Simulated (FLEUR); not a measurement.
# C (Fd-3m) in FLEUR: notebook

One crystal, C, is run at these levels: r2SCAN; tasks: equation of state.

Program: FLEUR MaX-R8.1 (later development tree). These are calculated values, not measurements. Logs are shortened: lines on timing, memory, paths and dates and some standing lists are left out, and cuts for length are marked.

**Experimental background.**

From “Equation of state of cubic boron nitride at high pressures and temperatures”, 2007, arxiv:cond-mat/0702656, for a bulk crystal of C: bulk modulus 442 ± 5 GPa.

The runs below are set against these values where they give the same quantity.

## Step 1: The structure

The structure is cubic, space group Fd-3m (No. 227). Conventional cell: a = 3.567 Å, b = 3.567 Å, c = 3.567 Å, α = 90.00°, β = 90.00°, γ = 90.00°. C (site symmetry -43m) has 4 C at 1.54 Å as nearest neighbours.

This isn't the form of C at room conditions, which is graphite.

## Step 2: Equation of state, r2SCAN, 5.33 Å³/atom (volume scaled by 0.94)

inp.xml reads:

```xml
<?xml version="1.0" encoding="UTF-8" standalone="no"?>
<fleurInput fleurInputVersion="0.39">
   <comment>
      C                                                                                                   
   </comment>
   <calculationSetup>
      <cutoffs Kmax="5.5" Gmax="17.0" GmaxXC="17.0" numbands="0"/>
      <scfLoop itmax="80" minDistance="0.0001" maxIterBroyd="30" imix="Anderson" alpha="0.05" precondParam="0.0" spinf="2.0" sdNocoIR="T"/>
      <coreElectrons ctail="F" frcor="F" kcrel="0" coretail_lmax="0"/>
      <xcFunctional name="LibXC" relativisticCorrections="F">
         <LibXCName exchange="mgga_x_r2scan" correlation="mgga_c_r2scan"/>
         <AuxGGA exchange="117" correlation="130"/>
      </xcFunctional>
      <magnetism jspins="1"/>
      <soc l_soc="F" theta="0.0" phi="0.0" spav="F"/>
      <expertModes spex="0" secvar="F"/>
      <geometryOptimization l_f="F" forcealpha="1.0" forcemix="BFGS" epsdisp="0.00001" epsforce="0.00001"/>
      <ldaU l_linMix="F" mixParam="0.05" spinf="1.0"/>
   </calculationSetup>
   <cell>
      <bzIntegration valenceElectrons="8.0" mode="hist" fermiSmearingEnergy="0.00183747">
         <kPointListSelection listName="default-1"/>
         <!-- k-points included here -->
         <xi:include xmlns:xi="http://www.w3.org/2001/XInclude" href="kpts.xml"> </xi:include>
      </bzIntegration>
      <!-- symmetry operations included here -->
      <xi:include xmlns:xi="http://www.w3.org/2001/XInclude" href="sym.xml"> </xi:include>
      <bulkLattice scale="0.9795861087">
         <bravaisMatrix>
            <row-1>    0.0000000000000000     3.3700808788279017     3.3700808788279017</row-1>
            <row-2>    3.3700808788279017     0.0000000000000000     3.3700808788279017</row-2>
            <row-3>    3.3700808788279017     3.3700808788279017     0.0000000000000000</row-3>
         </bravaisMatrix>
      </bulkLattice>
   </cell>
   <atomSpecies>
      <species name="Carbon (C)" element="C" atomicNumber="6">
         <mtSphere radius="1.31" gridPoints="447" logIncrement="0.023"/>
         <atomicCutoffs lmax="8" lnonsphr="8"/>
         <electronConfig flipSpins="F">
            <coreConfig>(1s1/2)</coreConfig>
            <valenceConfig>(2s1/2) (2p1/2) (2p3/2)</valenceConfig>
            <stateOccupation state="(2p1/2)" spinUp="0.333333" spinDown="0.333333"/>
            <stateOccupation state="(2p3/2)" spinUp="0.666667" spinDown="0.666667"/>
         </electronConfig>
         <energyParameters s="2" p="2" d="3" f="4"/>
         <lo type="SCLO" l="0" n="2" eDeriv="2"/>
         <lo type="SCLO" l="1" n="2" eDeriv="2"/>
         <lo type="SCLO" l="2" n="3" eDeriv="2"/>
      </species>
   </atomSpecies>
   <atomGroups>
      <atomGroup species="Carbon (C)">
         <relPos label="                   1">-3.000/8.000 -3.000/8.000 -3.000/8.000</relPos>
         <relPos label="                   2">3.000/8.000 3.000/8.000 3.000/8.000</relPos>
         <force calculate="T" relaxXYZ="TTT"/>
      </atomGroup>
   </atomGroups>
   <output dos="F" band="F" slice="F">
      <checks vchk="F" cdinf="F"/>
      <bandDOS minEnergy="-.5*Htr" maxEnergy="0.5*Htr" sigma="0.015" storeEVData="T"/>
      <vacuumDOS vacdos="F" integ="F" star="F" nstars="0" locx1="0.0" locy1="0.0" locx2="0.0" locy2="0.0" nstm="0" tworkf="0.0"/>
      <unfoldingBand unfoldBand="F" supercellX="1" supercellY="1" supercellZ="1"/>
      <plotting iplot="0" polar="F">
         <plot TwoD="T" vec1="  1.0  0.0  0.0" vec2="  0.0  1.0  0.0" vec3="  0.0  0.0  1.0" zero="  0.0  0.0  0.0" file="plot"/>
      </plotting>
      <chargeDensitySlicing numkpt="0" minEigenval="0.0" maxEigenval="0.0" nnne="0" pallst="F"/>
      <specialOutput eonly="F"/>
      <moessbauerParams electricFieldGradient="T" isomerShift="T" coreHyperfine="T" valenceHyperfine="T"/>
      <magneticCircularDichroism mcd="F" energyLo="-10.0" energyUp="0.0"/>
   </output>
  <!-- We include the file relax.xml here to enable relaxations (see documentation) -->
  <xi:include xmlns:xi="http://www.w3.org/2001/XInclude" href="relax.xml"> <xi:fallback/> </xi:include>
</fleurInput>
```

Potentials or basis: all-electron, FLAPW.

On the command line:

```
> inpgen -f crystal.txt -profile fastHighL
> # inp.xml edited to the form shown
> fleur_MPI
```

Output:

```text
Welcome to FLEUR        (www.flapw.de)
      MaX-Release 8.1          (www.max-centre.eu)
 func_ids         498         497         498         497
 MetaGGA potential functional detected - V_tau will be computed
 Auxiliary Potential for radial basis: exchange=         117  correlation=         130
The functional 'Re-regularized SCAN exchange by Furness et al' is an exchange functional, it belongs to the 'MGGA' family and is defined in the reference(s):
[1] J. W. Furness, A. D. Kaplan, J. Ning, J. P. Perdew, and J. Sun.,  J. Phys. Chem. Lett. 11, 8208-8215 (2020)
[2] J. W. Furness, A. D. Kaplan, J. Ning, J. P. Perdew, and J. Sun.,  J. Phys. Chem. Lett. 11, 9248-9248 (2020)
The functional 'Re-regularized SCAN correlation by Furness et al' is a correlation functional, it belongs to the 'MGGA' family and is defined in the reference(s):
[1] J. W. Furness, A. D. Kaplan, J. Ning, J. P. Perdew, and J. Sun.,  J. Phys. Chem. Lett. 11, 8208-8215 (2020)
[2] J. W. Furness, A. D. Kaplan, J. Ning, J. P. Perdew, and J. Sun.,  J. Phys. Chem. Lett. 11, 9248-9248 (2020)
 Using same functional for VXC and EXC

 ========== k-point set info ==========
 Selected k-point list: default-1
 k-point list type: mesh
 13 x 13 x 13
 Number of k points: 84

 ------------Calculation Setup---------------------------
 Number of MPI-tasks      :            1
 Number of PE/node        :            1
 Number of OMP-threads    :            1
 Most efficient MPI parallelization for:
           1           2           3           4           6           7          12          14          21          28          42          84
 Additional eigenvalue parallelization possible
 Number of basis functions:          238
 Approximate size of matrices (H+S) per k-point:         0.001 GB
 --------------------------------------------------------
The functional 'Hammer, Hansen, and Norskov' is an exchange functional, it belongs to the 'GGA' family and is defined in the reference(s):
[1] B. Hammer, L. B. Hansen, and J. K. Nørskov.,  Phys. Rev. B 59, 7413 (1999)
The functional 'Perdew, Burke & Ernzerhof' is a correlation functional, it belongs to the 'GGA' family and is defined in the reference(s):
[1] J. P. Perdew, K. Burke, and M. Ernzerhof.,  Phys. Rev. Lett. 77, 3865 (1996)
[2] J. P. Perdew, K. Burke, and M. Ernzerhof.,  Phys. Rev. Lett. 78, 1396 (1997)
 Using same functional for VXC and EXC
 Using auxiliary GGA potential for the first iteration of MetaGGA calculation.
 Reset of history
 Reset of history
 Iteration:     1   Distance:      25.42842669 me/bohr^3
The functional 'Hammer, Hansen, and Norskov' is an exchange functional, it belongs to the 'GGA' family and is defined in the reference(s):
[1] B. Hammer, L. B. Hansen, and J. K. Nørskov.,  Phys. Rev. B 59, 7413 (1999)
The functional 'Perdew, Burke & Ernzerhof' is a correlation functional, it belongs to the 'GGA' family and is defined in the reference(s):
[1] J. P. Perdew, K. Burke, and M. Ernzerhof.,  Phys. Rev. Lett. 77, 3865 (1996)
[2] J. P. Perdew, K. Burke, and M. Ernzerhof.,  Phys. Rev. Lett. 78, 1396 (1997)
 Using same functional for VXC and EXC
 Iteration:     2   Distance:      23.54641290 me/bohr^3
The functional 'Hammer, Hansen, and Norskov' is an exchange functional, it belongs to the 'GGA' family and is defined in the reference(s):
[1] B. Hammer, L. B. Hansen, and J. K. Nørskov.,  Phys. Rev. B 59, 7413 (1999)
The functional 'Perdew, Burke & Ernzerhof' is a correlation functional, it belongs to the 'GGA' family and is defined in the reference(s):
[1] J. P. Perdew, K. Burke, and M. Ernzerhof.,  Phys. Rev. Lett. 77, 3865 (1996)
[2] J. P. Perdew, K. Burke, and M. Ernzerhof.,  Phys. Rev. Lett. 78, 1396 (1997)
 Using same functional for VXC and EXC
 Iteration:     3   Distance:      22.18049981 me/bohr^3
The functional 'Hammer, Hansen, and Norskov' is an exchange functional, it belongs to the 'GGA' family and is defined in the reference(s):
[1] B. Hammer, L. B. Hansen, and J. K. Nørskov.,  Phys. Rev. B 59, 7413 (1999)
The functional 'Perdew, Burke & Ernzerhof' is a correlation functional, it belongs to the 'GGA' family and is defined in the reference(s):
[1] J. P. Perdew, K. Burke, and M. Ernzerhof.,  Phys. Rev. Lett. 77, 3865 (1996)
[2] J. P. Perdew, K. Burke, and M. Ernzerhof.,  Phys. Rev. Lett. 78, 1396 (1997)
 Using same functional for VXC and EXC
 Iteration:     4   Distance:       3.01239644 me/bohr^3
The functional 'Hammer, Hansen, and Norskov' is an exchange functional, it belongs to the 'GGA' family and is defined in the reference(s):
[1] B. Hammer, L. B. Hansen, and J. K. Nørskov.,  Phys. Rev. B 59, 7413 (1999)
The functional 'Perdew, Burke & Ernzerhof' is a correlation functional, it belongs to the 'GGA' family and is defined in the reference(s):
[1] J. P. Perdew, K. Burke, and M. Ernzerhof.,  Phys. Rev. Lett. 77, 3865 (1996)
[2] J. P. Perdew, K. Burke, and M. Ernzerhof.,  Phys. Rev. Lett. 78, 1396 (1997)
 Using same functional for VXC and EXC
 Iteration:     5   Distance:       2.08306821 me/bohr^3
The functional 'Hammer, Hansen, and Norskov' is an exchange functional, it belongs to the 'GGA' family and is defined in the reference(s):
[1] B. Hammer, L. B. Hansen, and J. K. Nørskov.,  Phys. Rev. B 59, 7413 (1999)
The functional 'Perdew, Burke & Ernzerhof' is a correlation functional, it belongs to the 'GGA' family and is defined in the reference(s):
[1] J. P. Perdew, K. Burke, and M. Ernzerhof.,  Phys. Rev. Lett. 77, 3865 (1996)
[2] J. P. Perdew, K. Burke, and M. Ernzerhof.,  Phys. Rev. Lett. 78, 1396 (1997)
 Using same functional for VXC and EXC
 Iteration:     6   Distance:       0.23650725 me/bohr^3
The functional 'Hammer, Hansen, and Norskov' is an exchange functional, it belongs to the 'GGA' family and is defined in the reference(s):
[1] B. Hammer, L. B. Hansen, and J. K. Nørskov.,  Phys. Rev. B 59, 7413 (1999)
The functional 'Perdew, Burke & Ernzerhof' is a correlation functional, it belongs to the 'GGA' family and is defined in the reference(s):
[1] J. P. Perdew, K. Burke, and M. Ernzerhof.,  Phys. Rev. Lett. 77, 3865 (1996)
[2] J. P. Perdew, K. Burke, and M. Ernzerhof.,  Phys. Rev. Lett. 78, 1396 (1997)
 Using same functional for VXC and EXC
 Iteration:     7   Distance:       0.18631816 me/bohr^3
The functional 'Hammer, Hansen, and Norskov' is an exchange functional, it belongs to the 'GGA' family and is defined in the reference(s):
[1] B. Hammer, L. B. Hansen, and J. K. Nørskov.,  Phys. Rev. B 59, 7413 (1999)
The functional 'Perdew, Burke & Ernzerhof' is a correlation functional, it belongs to the 'GGA' family and is defined in the reference(s):
[1] J. P. Perdew, K. Burke, and M. Ernzerhof.,  Phys. Rev. Lett. 77, 3865 (1996)
[2] J. P. Perdew, K. Burke, and M. Ernzerhof.,  Phys. Rev. Lett. 78, 1396 (1997)
 Using same functional for VXC and EXC
 Iteration:     8   Distance:       0.00951135 me/bohr^3
The functional 'Hammer, Hansen, and Norskov' is an exchange functional, it belongs to the 'GGA' family and is defined in the reference(s):
[1] B. Hammer, L. B. Hansen, and J. K. Nørskov.,  Phys. Rev. B 59, 7413 (1999)
The functional 'Perdew, Burke & Ernzerhof' is a correlation functional, it belongs to the 'GGA' family and is defined in the reference(s):
[1] J. P. Perdew, K. Burke, and M. Ernzerhof.,  Phys. Rev. Lett. 77, 3865 (1996)
[2] J. P. Perdew, K. Burke, and M. Ernzerhof.,  Phys. Rev. Lett. 78, 1396 (1997)
 Using same functional for VXC and EXC
 Iteration:     9   Distance:       0.00927770 me/bohr^3
The functional 'Hammer, Hansen, and Norskov' is an exchange functional, it belongs to the 'GGA' family and is defined in the reference(s):
[1] B. Hammer, L. B. Hansen, and J. K. Nørskov.,  Phys. Rev. B 59, 7413 (1999)
The functional 'Perdew, Burke & Ernzerhof' is a correlation functional, it belongs to the 'GGA' family and is defined in the reference(s):
[1] J. P. Perdew, K. Burke, and M. Ernzerhof.,  Phys. Rev. Lett. 77, 3865 (1996)
[2] J. P. Perdew, K. Burke, and M. Ernzerhof.,  Phys. Rev. Lett. 78, 1396 (1997)
 Using same functional for VXC and EXC
 Iteration:    10   Distance:       0.00029108 me/bohr^3
The functional 'Hammer, Hansen, and Norskov' is an exchange functional, it belongs to the 'GGA' family and is defined in the reference(s):
[1] B. Hammer, L. B. Hansen, and J. K. Nørskov.,  Phys. Rev. B 59, 7413 (1999)
The functional 'Perdew, Burke & Ernzerhof' is a correlation functional, it belongs to the 'GGA' family and is defined in the reference(s):
[1] J. P. Perdew, K. Burke, and M. Ernzerhof.,  Phys. Rev. Lett. 77, 3865 (1996)
[2] J. P. Perdew, K. Burke, and M. Ernzerhof.,  Phys. Rev. Lett. 78, 1396 (1997)
 Using same functional for VXC and EXC
 Iteration:    11   Distance:       0.00008840 me/bohr^3

 ********************************************************************
 Run finished successfully
 Stop message:
   all done
 ********************************************************************
```

Wall time 16 s (1 thread of Arm Neoverse V1, shared host); peak memory 0.05 GiB.

Results:

```yaml
Free_energy: -2074.8888 eV
Band_gap_on_the_k_mesh: 4.50 eV, indirect (least direct gap 6.05 eV)
Valence_electrons_inside_the_program's_atomic_spheres: C 2.01 (radii C 1.31 bohr)
```

Caveat: the meta-GGA is that of a development version, with a GGA for the radial functions and cores and without core tails; an odd mesh through Γ misses points on the zone boundary, where band edges often lie.

## Step 3: Equation of state, r2SCAN, 5.44 Å³/atom (volume scaled by 0.96)

Edit inp.xml of step 2 so:

```diff
@@ -27,3 +27,3 @@
       <xi:include xmlns:xi="http://www.w3.org/2001/XInclude" href="sym.xml"> </xi:include>
-      <bulkLattice scale="0.9795861087">
+      <bulkLattice scale="0.9864848297">
          <bravaisMatrix>
```

Potentials or basis: all-electron, FLAPW.

On the command line:

```
> inpgen -f crystal.txt -profile fastHighL
> # inp.xml edited to the form shown
> fleur_MPI
```

It took 18 s on 1 thread of Arm Neoverse V1, shared host; peak memory 0.05 GiB.

Results (log left out):

```
Free energy                                           : -2074.9206 eV
Band gap on the k mesh                                : 4.46 eV, indirect (least direct gap 5.99 eV)
Valence electrons inside the program's atomic spheres : C 1.99 (radii C 1.31 bohr)
```

Caveat: the meta-GGA is that of a development version, with a GGA for the radial functions and cores and without core tails; an odd mesh through Γ misses points on the zone boundary, where band edges often lie.

## Step 4: Equation of state, r2SCAN, 5.67 Å³/atom

Edit inp.xml of step 3 so:

```diff
@@ -27,3 +27,3 @@
       <xi:include xmlns:xi="http://www.w3.org/2001/XInclude" href="sym.xml"> </xi:include>
-      <bulkLattice scale="0.9864848297">
+      <bulkLattice scale="1.0000000000">
          <bravaisMatrix>
```

On the command line:

```
> inpgen -f crystal.txt -profile fastHighL
> # inp.xml edited to the form shown
> fleur_MPI
```

Run time: 16 s. Hardware: 1 thread of Arm Neoverse V1, shared host; peak memory 0.05 GiB.

The run converged. Its results:

| Quantity | Value |
| --- | --- |
| Free energy | -2074.9399 eV |
| Band gap on the k mesh | 4.36 eV, indirect (least direct gap 5.87 eV) |
| Valence electrons inside the program's atomic spheres | C 1.95 (radii C 1.31 bohr) |

Caveat: the meta-GGA is that of a development version, with a GGA for the radial functions and cores and without core tails; an odd mesh through Γ misses points on the zone boundary, where band edges often lie.

## Step 5: Equation of state, r2SCAN, 5.90 Å³/atom (volume scaled by 1.04)

Edit inp.xml of step 4 so:

```diff
@@ -27,3 +27,3 @@
       <xi:include xmlns:xi="http://www.w3.org/2001/XInclude" href="sym.xml"> </xi:include>
-      <bulkLattice scale="1.0000000000">
+      <bulkLattice scale="1.0131594038">
          <bravaisMatrix>
```

On the command line:

```
> inpgen -f crystal.txt -profile fastHighL
> # inp.xml edited to the form shown
> fleur_MPI
```

It took 17 s on 1 thread of Arm Neoverse V1, shared host; peak memory 0.05 GiB.

The run converged. Its results:

| Quantity | Value |
| --- | --- |
| Free energy | -2074.9092 eV |
| Band gap on the k mesh | 4.27 eV, indirect (least direct gap 5.76 eV) |
| Valence electrons inside the program's atomic spheres | C 1.92 (radii C 1.31 bohr) |

Caveat: the meta-GGA is that of a development version, with a GGA for the radial functions and cores and without core tails; an odd mesh through Γ misses points on the zone boundary, where band edges often lie.

## Step 6: Equation of state, r2SCAN, 6.01 Å³/atom (volume scaled by 1.06)

Edit inp.xml of step 5 so:

```diff
@@ -27,3 +27,3 @@
       <xi:include xmlns:xi="http://www.w3.org/2001/XInclude" href="sym.xml"> </xi:include>
-      <bulkLattice scale="1.0131594038">
+      <bulkLattice scale="1.0196128224">
          <bravaisMatrix>
```

Potentials or basis: all-electron, FLAPW.

On the command line:

```
> inpgen -f crystal.txt -profile fastHighL
> # inp.xml edited to the form shown
> fleur_MPI
```

Wall time 18 s (1 thread of Arm Neoverse V1, shared host); peak memory 0.05 GiB.

It converged, with:

```
Free energy                                           : -2074.8777 eV
Band gap on the k mesh                                : 4.23 eV, indirect (least direct gap 5.71 eV)
Valence electrons inside the program's atomic spheres : C 1.90 (radii C 1.31 bohr)
```

Caveat: the meta-GGA is that of a development version, with a GGA for the radial functions and cores and without core tails; an odd mesh through Γ misses points on the zone boundary, where band edges often lie.

## Step 7: Equation of state, r2SCAN

This step only gathers the single runs of the series.

What came out:

| Property | Result |
| --- | --- |
| Equilibrium volume | 5.64 Å³/atom |
| Bulk modulus | 451 GPa |

Energy against volume, from the lowest point:
```
volume (Å³/atom)  energy (meV/atom)
           5.332              25.55
           5.445               9.67
           5.672               0.00
           5.899              15.37
           6.012              31.09
```

Caveat: the meta-GGA is that of a development version, with a GGA for the radial functions and cores and without core tails.

## Step 8: Against experiment

Step 7. Against the measured bulk modulus of C, 442 GPa (quoted in “Equation of state of cubic boron nitride at high pressures and temperatures”, 2007, arxiv:cond-mat/0702656), the calculated 451 GPa is off by +2.1 %. 3 values of this kind are on record (442 to 444.8 GPa); this one was drawn at random among those near their median, those with a stated uncertainty first. The fit is for a static lattice scaled at fixed shape and fixed fractional positions. The cell as given is a measured one (5.67 Å³/atom); r2SCAN puts the equilibrium volume -0.6 % from it, thermal expansion not counted.
